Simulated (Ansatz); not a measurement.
AlN: equation of state with RPBE+D3(BJ)

The system is AlN.

```
Al N
1.0
     0.00000    2.18399    2.18399
     2.18399    0.00000    2.18399
     2.18399    2.18399    0.00000
Al N
1 1
Direct
  0.00000 0.00000 0.00000
  0.25000 0.25000 0.25000
```

Measurements of this composition are mostly on another form, of space group No. 186.

```json
{
 "Program": "Ansatz 0.2.0",
 "Task": "equation of state",
 "Functional": "RPBE",
 "Dispersion": "D3(BJ)",
 "Potentials or basis": "Ansatz PAW",
 "Cutoff": "420 eV",
 "Density cutoff": "1680 eV",
 "k mesh": "10 × 10 × 10",
 "Occupations": "fermi-dirac, width 0.05 eV",
 "Spin": "no spin polarisation"
}
```

The equilibrium volume is 9.79 Å³/atom (rough: see the caveat) and the bulk modulus is 229 GPa (rough).

Energy against volume, from the lowest point:
```tsv
volume (Å³/atom)	energy (meV/atom)
9.792	0.00
10.001	3.20
10.209	12.06
10.417	26.10
10.626	44.75
10.834	67.57
11.042	94.17
```

All runs of the series together: 23 s on 2 threads of Intel(R) Xeon(R) Processor @ 2.50GHz (Skylake/Cascade Lake), with other jobs on the host.

Caveat: the potentials were made for another functional, which shifts forces and pressure; the minimum lies outside the volumes run.
